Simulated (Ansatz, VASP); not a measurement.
## One calculation of InAs, two programs

```
In As
1.0
     0.00000    2.89636    2.89636
     2.89636    0.00000    2.89636
     2.89636    2.89636    0.00000
In As
1 1
Cartesian
  2.8964 2.8964 2.8964
  0.0000 0.0000 0.0000
```

Change from the starting cell: volume scaled by 1.02.

Alike in both runs: task single point; functional PBE; k mesh 8 × 8 × 8; occupations fermi-dirac, width 0.05 eV; no spin polarisation.

|  | VASP | Ansatz |
| --- | --- | --- |
| version | VASP 6.6.1 | Ansatz 0.2.0 |
| potentials or method | VASP PAW PBE potentials, release 64 (In_d, As) | Ansatz PAW |
| plane-wave cutoff (eV) | 520 | 420 |
| valence electrons in the cell | 18 | 28 |

```csv
,VASP,Ansatz,Ansatz less VASP
gap on the k mesh at the Fermi level (eV),none,none,-
pressure (GPa),-1.2,-1.2,-0.05
```

A gap of «none» marks a metal or a gap that the smearing closes. With one functional, cell and mesh, what is left measures potentials, basis and numerics. The two sets of potentials don't hold the same shells in valence.
